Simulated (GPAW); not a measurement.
# AlN (P6_3mc) in GPAW: single point with PBE

Aim: the single point of AlN with PBE.

Everything below comes from runs of GPAW 26.7.0. Logs are shortened: lines on timing, memory, paths and dates and some standing lists are left out, and cuts for length are marked. The log counts tension as positive stress, the text compression.

**Measured values to compare with.**

“Structural and optical properties of self-assembled AlN nanowires grown on SiO2/Si substrates by molecular beam epitaxy”, 2024, arxiv:2402.00216 quotes, for a bulk crystal of AlN at 0 K: band gap 6.0343 eV (an exciton energy, a little under the gap).

The results are compared with them further down.

### 1 The structure

The structure is hexagonal, space group P6_3mc (No. 186). The conventional cell has a = 3.113 Å, b = 3.113 Å, c = 4.981 Å, α = 90.00°, β = 90.00°, γ = 120.00°. Around Al (site symmetry 3m) lie 4 N at 1.89 Å. Around N (site symmetry 3m) lie 4 Al at 1.89 Å.

### 2 Single point, PBE

The input, run.py:

```python
from ase.dft.bandgap import bandgap
from ase.io import read, write
from ase.units import GPa
from gpaw import GPAW, PW

atoms = read('POSCAR')

calc = GPAW(mode=PW(600),
            xc='PBE',
            kpts={'size': (8, 8, 5), 'gamma': True},
            occupations={'name': 'fermi-dirac', 'width': 0.05},
            nbands=18,
            maxiter=120,
            txt='gpaw.txt')
atoms.calc = calc
energy = atoms.get_potential_energy()
forces = atoms.get_forces()
stress = atoms.get_stress()
calc.write('gs.gpw')
write('result.traj', atoms)
print(f'Energy: {energy:.6f} eV')
print('Forces (eV/A):')
print(forces.round(4))
print('Stress (GPa):', (stress / GPa).round(3))
print('Fermi level:', round(calc.get_fermi_level(), 4), 'eV')
print(f'Gap: {bandgap(calc)[0]:.4f} eV, direct: {bandgap(calc, direct=True)[0]:.4f} eV')
```

The input, POSCAR:

```
AlN
1.0
    3.1130000000      0.0000000000      0.0000000000
   -1.5565000000      2.6959370820      0.0000000000
    0.0000000000      0.0000000000      4.9810000000
Al N
2 2
Direct
    0.6666666667      0.3333333333      0.5000000000
    0.3333333333      0.6666666667      0.0000000000
    0.6666666667      0.3333333333      0.8800000000
    0.3333333333      0.6666666667      0.3800000000
```

Potentials or basis: GPAW PAW data sets (gpaw-data 1.2.1), pw.

On the command line:

```sh
$ OMP_NUM_THREADS=1 python run.py
```

gpaw.txt:

```text
__  _  _
 | _ |_)|_||  |
 |__||  | ||/\| - 26.7.0

Input parameters:
  mode=PW(ecut=600.0),
  kpts=MonkhorstPack(size=(8, 8, 5), gamma=True),
  maxiter=120,
  nbands=18,
  occupations=Occupations(name='fermi-dirac', width=0.05),
  xc=XC(name='PBE')

Diagonalizing LCAO Hamiltonian
Converting LCAO to pw mode

           N

           Al
        N

        Al

Atoms  # Å, Bohr magnetons
|   | symbol |         x |        y |        z |    initial magnetic moments |
|---|--------|-----------|----------|----------|-----------------------------|
| 0 |     Al |  1.556500 | 0.898646 | 2.490500 | ( 0.0000,  0.0000,  0.0000) |
| 1 |     Al | -0.000000 | 1.797291 | 0.000000 | ( 0.0000,  0.0000,  0.0000) |
| 2 |      N |  1.556500 | 0.898646 | 4.383280 | ( 0.0000,  0.0000,  0.0000) |
| 3 |      N | -0.000000 | 1.797291 | 1.892780 | ( 0.0000,  0.0000,  0.0000) |

Unit cell  # Å
| periodic |         x |        y |        z |  lengths |     angles |
|----------|-----------|----------|----------|----------|------------|
|      yes |  3.113000 | 0.000000 | 0.000000 | 3.113000 |  90.000000 |
|      yes | -1.556500 | 2.695937 | 0.000000 | 3.113000 |  90.000000 |
|      yes |  0.000000 | 0.000000 | 4.981000 | 4.981000 | 120.000000 |

Number of symmetries: 6
Symmetry operations  # r_c * U_cc + t_c -> r_c
|   | kind |            matrix            |
|---|------|------------------------------|
| 0 |  σ   |  1, 1, 0,  0,-1, 0,  0, 0, 1 |
| 1 |  E   |  1, 0, 0,  0, 1, 0,  0, 0, 1 |
| 2 |  C3  |  0, 1, 0, -1,-1, 0,  0, 0, 1 |
| 3 |  σ   |  0,-1, 0, -1, 0, 0,  0, 0, 1 |
| 4 |  σ   | -1, 0, 0,  1, 1, 0,  0, 0, 1 |
| 5 |  C3  | -1,-1, 0,  1, 0, 0,  0, 0, 1 |

BZ-sampling:
  Number of BZ points: 320
  Number of IBZ points: 40

  Monkhorst-Pack size: [8, 8, 5]
  Monkhorst-Pack shift: [0.0625, 0.0625, 0.0]

K-points  # in reciprocal-cell coordinates
|     |                                coordinates |     weight |
|-----|--------------------------------------------|------------|
|   0 | (  0.00000000,   0.00000000,   0.00000000) | 0.00312500 |
|   1 | (  0.00000000,   0.00000000,   0.20000000) | 0.00625000 |
|   2 | (  0.00000000,   0.00000000,   0.40000000) | 0.00625000 |
|   3 | (  0.12500000,   0.00000000,  -0.40000000) | 0.01875000 |
|   4 | (  0.12500000,   0.00000000,  -0.20000000) | 0.01875000 |
|   5 | (  0.12500000,   0.00000000,   0.00000000) | 0.01875000 |
|   6 | (  0.12500000,   0.00000000,   0.20000000) | 0.01875000 |
|   7 | (  0.12500000,   0.00000000,   0.40000000) | 0.01875000 |
|   8 | (  0.25000000,  -0.12500000,   0.00000000) | 0.01875000 |
|   9 | (  0.25000000,  -0.12500000,   0.20000000) | 0.03750000 |
| ... |                                            |            |
|  39 | (  0.50000000,   0.50000000,   0.40000000) | 0.01875000 |

Plane wave coefficients: 1418
Cutoff: 600.0 eV

Spin-components: 1 (collinear spins)
Bands:           18
Projectors:      20
Spin-degeneracy: 2
Datatype:        complex128

Parallelization:
  kpt:    1
  domain: 1
  band:   1

Density:
  Valence electrons: 16.0
  Components: 1
  Grid points: [18 18 30]
  Charge: 0.0  # |e|

Potential:
  Grid points: [18 18 30]

species:
  Al:
    name:    Aluminium
    Z:       13.0
    valence: 3
    core:    10
    charge:  0.0  # [|e|]
    compensation charges:
      type: gauss
      rc: 0.34  # [Å]
      lmax: 2
    cutoffs:
      filter: 1.91  # [Å]
      core: 2.36  # [Å]
    projectors
    | kind |    occ | energy [eV] | rcut [Å] |
    |------|--------|-------------|----------|
    |   3s |  2.000 |      -7.753 |    1.085 |
    |   3p |  1.000 |      -2.712 |    1.085 |
    |    s |        |      19.459 |    1.085 |
    |    p |        |      24.499 |    1.085 |
    |    d |        |       0.000 |    1.085 |

    Using partial waves for Al as LCAO basis

  N:
    name:    Nitrogen
    Z:       7.0
    valence: 5
    core:    2
    charge:  0.0  # [|e|]
    compensation charges:
      type: gauss
      rc: 0.18  # [Å]
      lmax: 2
    cutoffs:
      filter: 1.11  # [Å]
      core: 0.96  # [Å]
    projectors
    | kind |    occ | energy [eV] | rcut [Å] |
    |------|--------|-------------|----------|
    |   2s |  2.000 |     -18.583 |    0.603 |
    |   2p |  3.000 |      -7.089 |    0.529 |
    |    s |        |       8.629 |    0.603 |
    |    p |        |      20.123 |    0.529 |
    |    d |        |       0.000 |    0.577 |

    Using partial waves for N as LCAO basis

Reference energy: -16170.289538  # eV

eigensolver:
  PPCG
  Converge bands: occupied
  niter=2

density mixing:
  MSR1-Mixer
  Pratt-step length: 0.05
  Maximum mixing coefficient: 0.75
  Old densities: 10
  SVD Regularization: 0.005
  Good broyden scale: 1.0
  Trust region scale: 1.0
  Backstep threshold: 4.0
  History deletion threshold: 6.0
  Fourier metric: weight=20.0, sigma=0.015

occupation numbers:
  Fermi-Dirac:
    width: 0.0500  # eV

poisson solver:
  ecut: 4800.0  # eV

xc functional:
  name: PBE with 2 nearest neighbor stencil

convergence criteria:
- Maximum [total energy] change in last 3 cyles: 0.0005 eV / valence electron
- Maximum integral of absolute [dens]ity change: 0.0001 electrons / valence electron
- Maximum integral of absolute [eigenst]ate change: 4e-08 eV^2 / valence electron
maximum number of iterations: 120

SCF iterations
|iter     | |      energy | eigst |  dens |
|---------|-|-------------|-------|-------|
|iter:   1| |  -33.297803 | -0.28 |       |
|iter:   2| |  -32.278891 | -2.07 | -0.55 |
|iter:   3| |  -29.333775 | -0.76 | -0.60 |
|iter:   4| |  -29.356800 | -2.90 | -1.24 |
|iter:   5| |  -29.369515 | -3.42 | -1.54 |
|iter:   6| |  -29.369618 | -5.26 | -2.75 |
|iter:   7| |  -29.369640c| -6.39 | -3.14 |
|iter:   8| |  -29.369640c| -7.90c| -4.32c|

Converged in 8 steps
Energy contributions relative to reference atoms: (reference = -16170.289538)

Energy contributions:
  Kinetic:          32.377571
  Coulomb:         -27.315503
  Zero:             -0.037283
  External:          0.000000
  Xc:              -34.394425
  Entropy:          -0.000000
  Spinorbit:         0.000000
  ----------------------------
  Free energy:     -29.369640
  Extrapolated:    -29.369640

dipole moment: (0.000052, -0.000031, -6.829108)  # |e|*Ang

Fermi level: 7.090
Eigenvalues  # (at kpt = [0.000, 0.000, 0.000])
| band index |      eig [eV] | occ [0-2] |
|------------|---------------|-----------|
|          0 |        -9.046 |     2.000 |
|          1 |        -6.900 |     2.000 |
|          2 |         0.156 |     2.000 |
|          3 |         5.313 |     2.000 |
|          4 |         5.313 |     2.000 |
|          5 |         5.964 |     2.000 |
[... 8 lines left out ...]
|         14 |        19.301 |     0.000 |
|         15 |        19.302 |     0.000 |
|        ... |               |           |
|         17 |        20.968 |     0.000 |

Gap: 4.199 eV
Transition (v -> c):
  (s=0, k=0, n=7, [0.00, 0.00, 0.00]) -> (s=0, k=0, n=8, [0.00, 0.00, 0.00])
No difference between direct/indirect transitions

Forces  # eV/Ang
|        x |        y |        z |
|----------|----------|----------|
|  0.00000 |  0.00000 | -0.13292 |  # Al   0
| -0.00000 |  0.00000 | -0.13243 |  # Al   1
| -0.00000 | -0.00000 |  0.13291 |  # N    2
|  0.00000 | -0.00000 |  0.13241 |  # N    3

Stress tensor  # eV/Ang^3
|        x |        y |        z |
|----------|----------|----------|
| 0.013314 | 0.000000 | 0.000000 |
| 0.000000 | 0.013314 | 0.000000 |
| 0.000000 | 0.000000 | 0.003616 |

# Writing to gs.gpw (mode='')
```

stdout:

```text
Energy: -29.369640 eV
Forces (eV/A):
[[ 0.      0.     -0.1329]
 [-0.      0.     -0.1324]
 [-0.     -0.      0.1329]
 [ 0.     -0.      0.1324]]
Stress (GPa): [2.133 2.133 0.579 0.    0.    0.   ]
Fermi level: 7.0899 eV
Gap: 4.1989 eV, direct: 4.1989 eV
```

Run time: 15 s. Hardware: 1 thread of Arm Neoverse V2, shared host; peak memory 0.16 GiB.

Results:

```
Free energy            : -29.3696 eV
Pressure               : -1.6 GPa
Largest force          : 0.133 eV/Å
Band gap on the k mesh : 4.20 eV, direct
```

Forces on the atoms (eV/Å):
```
Al   0.000  0.000 -0.133
Al   0.000  0.000 -0.132
N    0.000  0.000  0.133
N    0.000  0.000  0.132
```

Caveat: the cutoff is short for stress and forces, so pressures can be off by a GPa or more.

### 3 Against experiment

Step 2. A measured gap of AlN is 6.0343 eV (an exciton energy, a little under the gap; 0 K; quoted in “Structural and optical properties of self-assembled AlN nanowires grown on SiO2/Si substrates by molecular beam epitaxy”, 2024, arxiv:2402.00216); the calculated 4.20 eV misses it by -1.84 eV. 2 values of this kind are on record (6.034 to 6.0343 eV); this one was drawn at random. The value is that of PBE, without temperature or zero-point motion. Semilocal functionals fall short of measured gaps as a rule.
